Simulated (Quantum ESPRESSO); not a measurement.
# MgO (Fm-3m) in Quantum ESPRESSO: further runs

One crystal, MgO, is run at these levels: LDA, PBE, PBEsol, WC, BLYP; tasks: dielectric tensor.

Program: Quantum ESPRESSO 7.5. These are calculated values, not measurements. Logs are shortened: lines on timing, memory, paths and dates and some standing lists are left out, and cuts for length are marked.

**Measured values to compare with.**

From “Infrared Optical Properties of Ferropericlase (Mg1-xFexO): Experiment and Theory”, 2007, arxiv:0704.2267, for a bulk crystal of MgO at 295 K: high-frequency dielectric constant 2.95 ± 0.1.

The runs below are set against these values where they give the same quantity.

### Step 1. The structure

Symmetry: Fm-3m, No. 225, cubic system. Conventional cell: a = 4.194 Å, b = 4.194 Å, c = 4.194 Å, α = 90.00°, β = 90.00°, γ = 90.00°. Around Mg (site symmetry m-3m) lie 6 O at 2.10 Å. O (site symmetry m-3m) is surrounded by 6 Mg at 2.10 Å.

The cell is a database's computed one.

### Step 2. Dielectric tensor, LDA

pw.in

```
&CONTROL
  calculation = 'scf'
  prefix = 'pwscf'
  outdir = './tmp'
  pseudo_dir = './pseudo'
  tprnfor = .true.
  tstress = .true.
  disk_io = 'low'
/
&SYSTEM
  ibrav = 0
  nat = 2
  ntyp = 2
  ecutwfc = 84
  nbnd = 14
  occupations = 'smearing'
  smearing = 'fd'
  degauss = 0.00367493
/
&ELECTRONS
  conv_thr = 4d-10
  electron_maxstep = 120
  mixing_beta = 0.5
/
ATOMIC_SPECIES
Mg    24.3050 Mg.upf
O     15.9990 O.upf
CELL_PARAMETERS angstrom
   0.0000000000    2.0970013927    2.0970013927
   2.0970013927    0.0000000000    2.0970013927
   2.0970013927    2.0970013927    0.0000000000
ATOMIC_POSITIONS crystal
Mg     0.0000000000    0.0000000000    0.0000000000
O      0.5000000000    0.5000000000    0.5000000000
K_POINTS automatic
8 8 8 1 1 1
```

scf2.in

```
&CONTROL
  calculation = 'scf'
  prefix = 'pwscf'
  outdir = './tmp'
  pseudo_dir = './pseudo'
  tprnfor = .true.
  tstress = .true.
  disk_io = 'low'
/
&SYSTEM
  ibrav = 0
  nat = 2
  ntyp = 2
  ecutwfc = 84
  nbnd = 14
  occupations = 'fixed'
/
&ELECTRONS
  conv_thr = 1d-13
  electron_maxstep = 120
  mixing_beta = 0.5
  startingpot = 'file'
  startingwfc = 'file'
/
ATOMIC_SPECIES
Mg    24.3050 Mg.upf
O     15.9990 O.upf
CELL_PARAMETERS angstrom
   0.0000000000    2.0970013927    2.0970013927
   2.0970013927    0.0000000000    2.0970013927
   2.0970013927    2.0970013927    0.0000000000
ATOMIC_POSITIONS crystal
Mg     0.0000000000    0.0000000000    0.0000000000
O      0.5000000000    0.5000000000    0.5000000000
K_POINTS automatic
8 8 8 1 1 1
```

ph.in

```
dielectric of MgO
&INPUTPH
  prefix = 'pwscf'
  outdir = './tmp'
  tr2_ph = 1d-18
  fildyn = 'dyn'
  niter_ph = 90
  alpha_mix(1) = 0.7
  epsil = .true.
  trans = .false.
  zeu = .true.
/
0.0000000000 0.0000000000 0.0000000000
```

Potentials or basis: PseudoDojo 0.4.1 SR LDA standard.

The run is started by

```sh
$ OMP_NUM_THREADS=1 pw.x -in pw.in > pw.out
$ OMP_NUM_THREADS=1 pw.x -in scf2.in > scf2.out
$ OMP_NUM_THREADS=1 ph.x -in ph.in > ph.out
```

pw.out:

```text
This program is part of the open-source Quantum ESPRESSO suite
     for quantum simulation of materials; please cite
[... 9 lines left out ...]
     --------------------
     sticks:   dense  smooth     PW     G-vecs:    dense   smooth      PW
     Sum         733     733    235                12939    12939    2277

     Using Slab Decomposition

     bravais-lattice index     =            0
     lattice parameter (alat)  =       5.6042  a.u.
     unit-cell volume          =     124.4580 (a.u.)^3
     number of atoms/cell      =            2
     number of atomic types    =            2
     number of electrons       =        16.00
     number of Kohn-Sham states=           14
     kinetic-energy cutoff     =      84.0000  Ry
     charge density cutoff     =     336.0000  Ry
     scf convergence threshold =      4.0E-10
     mixing beta               =       0.5000
     number of iterations used =            8  plain     mixing
     Exchange-correlation= SLA  PW   NOGX NOGC
                           (   1   4   0   0   0   0   0)

     celldm(1)=   5.604187  celldm(2)=   0.000000  celldm(3)=   0.000000
     celldm(4)=   0.000000  celldm(5)=   0.000000  celldm(6)=   0.000000

     crystal axes: (cart. coord. in units of alat)
               a(1) = (   0.000000   0.707107   0.707107 )
               a(2) = (   0.707107   0.000000   0.707107 )
               a(3) = (   0.707107   0.707107   0.000000 )

     reciprocal axes: (cart. coord. in units 2 pi/alat)
               b(1) = ( -0.707107  0.707107  0.707107 )
               b(2) = (  0.707107 -0.707107  0.707107 )
               b(3) = (  0.707107  0.707107 -0.707107 )

     PseudoPot. # 1 for Mg read from file:
     Mg.upf
     Pseudo is Norm-conserving, Zval = 10.0
     Generated using ONCVPSP code by D. R. Hamann
     Using radial grid of 1510 points,  4 beta functions with:
                l(1) =   0
                l(2) =   0
                l(3) =   1
                l(4) =   1

     PseudoPot. # 2 for O  read from file:
     O.upf
     Pseudo is Norm-conserving + core correction, Zval =  6.0
     Generated using ONCVPSP code by D. R. Hamann
     Using radial grid of  926 points,  5 beta functions with:
                l(1) =   0
                l(2) =   0
                l(3) =   1
                l(4) =   1
                l(5) =   2

     atomic species   valence    mass     pseudopotential
     Mg               10.00    24.30500     Mg( 1.00)
     O                 6.00    15.99900     O ( 1.00)

     48 Sym. Ops., with inversion, found

   Cartesian axes

     site n.     atom                  positions (alat units)
         1        Mg     tau(   1) = (   0.0000000   0.0000000   0.0000000  )
         2        O      tau(   2) = (   0.7071068   0.7071068   0.7071068  )

     number of k points=    60  Fermi-Dirac smearing, width (Ry)=  0.0037
                       cart. coord. in units 2pi/alat
        k(    1) = (   0.0441942   0.0441942   0.0441942), wk =   0.0078125
        k(    2) = (   0.1325825   0.1325825  -0.0441942), wk =   0.0234375
        k(    3) = (   0.2209709   0.2209709  -0.1325825), wk =   0.0234375
        k(    4) = (   0.3093592   0.3093592  -0.2209709), wk =   0.0234375
        k(    5) = (  -0.3093592  -0.3093592   0.3977476), wk =   0.0234375
        k(    6) = (  -0.2209709  -0.2209709   0.3093592), wk =   0.0234375
[... 52 lines left out ...]
        k(   59) = (   0.3093592   0.3093592   0.3093592), wk =   0.0078125
        k(   60) = (  -0.3093592  -0.3093592   0.9280777), wk =   0.0234375

     Dense  grid:    12939 G-vectors     FFT dimensions: (  36,  36,  36)

     Initial potential from superposition of free atoms

     starting charge      15.9993, renormalised to      16.0000
     Starting wfcs are    9 randomized atomic wfcs +    5 random wfcs

     Self-consistent Calculation

     iteration #  1     ecut=    84.00 Ry     beta= 0.50
     Davidson diagonalization with overlap
     ethr =  1.00E-02,  avg # of iterations =  5.2

     total energy              =    -151.72255823 Ry
     estimated scf accuracy    <       0.36756706 Ry

     iteration #  2     ecut=    84.00 Ry     beta= 0.50
     Davidson diagonalization with overlap
     ethr =  2.30E-03,  avg # of iterations =  2.0
[... 43 lines left out ...]
     total energy              =    -151.83478459 Ry
     estimated scf accuracy    <          8.0E-10 Ry

     iteration #  9     ecut=    84.00 Ry     beta= 0.50
     Davidson diagonalization with overlap
     ethr =  5.01E-12,  avg # of iterations =  1.9

     End of self-consistent calculation

          k = 0.0442 0.0442 0.0442 (  1633 PWs)   bands (ev):

   -63.6259 -31.0393 -31.0360 -31.0360  -9.1063   7.5729   7.8228   7.8228
    12.9312  22.9960  23.7143  23.7143  28.3364  29.0228

          k = 0.1326 0.1326-0.0442 (  1602 PWs)   bands (ev):

   -63.6240 -31.0556 -31.0404 -31.0367  -8.8740   6.5156   7.5768   7.7322
    13.9789  21.3596  24.0289  24.2159  27.4193  28.6592
[... 118 lines left out ...]
   -63.6160 -31.1225 -31.0518 -31.0465  -7.7499   3.4245   6.7867   7.1347
    16.2333  20.1915  22.9157  24.3452  29.0060  30.0336

          k =-0.6629 0.0442 0.0442 (  1622 PWs)   bands (ev):

   -63.6130 -31.1140 -31.0683 -31.0662  -7.5043   3.7535   6.3615   6.4997
    17.0226  17.8450  20.8296  26.5658  26.5865  33.6642

          k =-0.5745 0.1326-0.0442 (  1625 PWs)   bands (ev):

   -63.6139 -31.1078 -31.0692 -31.0631  -7.5981   3.9996   6.1658   6.5462
    17.6165  18.1969  20.7863  25.7006  26.7226  33.5049

          k =-0.4861 0.2210-0.1326 (  1621 PWs)   bands (ev):

   -63.6152 -31.1097 -31.0647 -31.0542  -7.7015   3.9644   6.1108   6.8525
    17.3499  19.3788  21.3870  25.0293  27.0345  31.5224

          k =-0.4861 0.0442 0.0442 (  1625 PWs)   bands (ev):

   -63.6158 -31.1001 -31.0607 -31.0596  -7.8577   4.2714   6.6571   6.7483
    17.2973  17.7951  21.4387  25.9708  26.0632  32.8246

          k =-0.3977 0.1326-0.0442 (  1622 PWs)   bands (ev):

   -63.6177 -31.0925 -31.0571 -31.0509  -8.0855   4.6355   6.7097   7.0227
    16.6690  18.7988  22.3841  25.2985  25.9617  31.2738

          k =-0.3094 0.0442 0.0442 (  1614 PWs)   bands (ev):

   -63.6207 -31.0729 -31.0481 -31.0476  -8.4751   5.4813   7.2135   7.2334
    15.4899  19.5009  23.8581  24.9087  25.1675  30.7002

          k = 0.1326 0.1326 0.1326 (  1606 PWs)   bands (ev):
[... 131 lines left out ...]
   -63.6165 -31.1262 -31.0449 -31.0449  -7.7970   3.2716   7.2097   7.2097
    15.6950  20.3252  24.0697  24.0697  28.8013  30.0574

          k =-0.3094-0.3094 0.9281 (  1614 PWs)   bands (ev):

   -63.6156 -31.1239 -31.0547 -31.0472  -7.6824   3.3607   6.6120   7.1078
    16.4097  20.2507  22.5742  24.4013  29.1378  30.2576

     the Fermi energy is    10.1462 ev

!    total energy              =    -151.83478459 Ry
     estimated scf accuracy    <          2.1E-11 Ry
     smearing contrib. (-TS)   =       0.00000000 Ry
     internal energy E=F+TS    =    -151.83478459 Ry

     The total energy is F=E-TS. E is the sum of the following terms:
     one-electron contribution =     -73.78725103 Ry
     hartree contribution      =      41.01863242 Ry
     xc contribution           =     -23.89140029 Ry
     ewald contribution        =     -95.17476569 Ry

     convergence has been achieved in   9 iterations

     Forces acting on atoms (cartesian axes, Ry/au):

     atom    1 type  1   force =    -0.00000000   -0.00000000    0.00000000
     atom    2 type  2   force =     0.00000000    0.00000000   -0.00000000

     Total force =     0.000000     Total SCF correction =     0.000000

     Computing stress (Cartesian axis) and pressure

          total   stress  (Ry/bohr**3)                   (kbar)     P=      -40.26
  -0.00027371  -0.00000000  -0.00000000          -40.26       -0.00       -0.00
  -0.00000000  -0.00027371  -0.00000000           -0.00      -40.26       -0.00
  -0.00000000  -0.00000000  -0.00027371           -0.00       -0.00      -40.26

=------------------------------------------------------------------------------=
   JOB DONE.
=------------------------------------------------------------------------------=
```

scf2.out:

```text
This program is part of the open-source Quantum ESPRESSO suite
     for quantum simulation of materials; please cite
[... 9 lines left out ...]
     --------------------
     sticks:   dense  smooth     PW     G-vecs:    dense   smooth      PW
     Sum         733     733    235                12939    12939    2277
[... 484 lines left out ...]
  -0.00027365   0.00000000   0.00000000          -40.26        0.00        0.00
   0.00000000  -0.00027365   0.00000000            0.00      -40.26        0.00
   0.00000000   0.00000000  -0.00027365            0.00        0.00      -40.26

=------------------------------------------------------------------------------=
   JOB DONE.
=------------------------------------------------------------------------------=
```

ph.out:

```text
This program is part of the open-source Quantum ESPRESSO suite
     for quantum simulation of materials; please cite
         "P. Giannozzi et al., J. Phys.:Condens. Matter 21 395502 (2009);
         "P. Giannozzi et al., J. Phys.:Condens. Matter 29 465901 (2017);
         "P. Giannozzi et al., J. Chem. Phys. 152 154105 (2020);
     in publications or presentations arising from this work. More details at

     IMPORTANT: XC functional enforced from input :
[... 213 lines left out ...]
      E*z (       -0.00000       -0.00000       -1.98186 )

     INITIALIZATION:

     DIELECTRIC CONSTANT AND EFFECTIVE CHARGES:

      Additional routines

=------------------------------------------------------------------------------=
   JOB DONE.
=------------------------------------------------------------------------------=
```

Wall time 3.1 min (1 thread of Arm Neoverse V1, shared host); peak memory 0.05 GiB.

Results:

```yaml
Free_energy: -2065.8175 eV
Pressure: -4.0 GPa
Electronic_dielectric_tensor_diagonal: 3.20
Born_charges_mean_of_the_diagonal: Mg +1.98; O -1.98 e
```

Levels at points of the mesh, in eV from the valence-band top:
```
           k point  band 4  band 5  band 6  band 7  band 8  band 9  band 10  band 11  band 12  band 13
(0.06, 0.06, 0.06)  -38.86  -16.93   -0.25    0.00    0.00    5.11    15.17    15.89    15.89    20.51
```

Electronic dielectric tensor:
```
3.20 0.00 0.00
0.00 3.20 0.00
0.00 0.00 3.20
```

Born effective charge tensors (e):
atom 1, Mg
```
1.98 0.00 0.00
0.00 1.98 0.00
0.00 0.00 1.98
```
atom 2, O
```
-1.98  0.00  0.00
 0.00 -1.98  0.00
 0.00  0.00 -1.98
```

Caveat: the cell is more than 3 GPa from zero pressure, which shifts response properties.

[end of part 1 of 3]
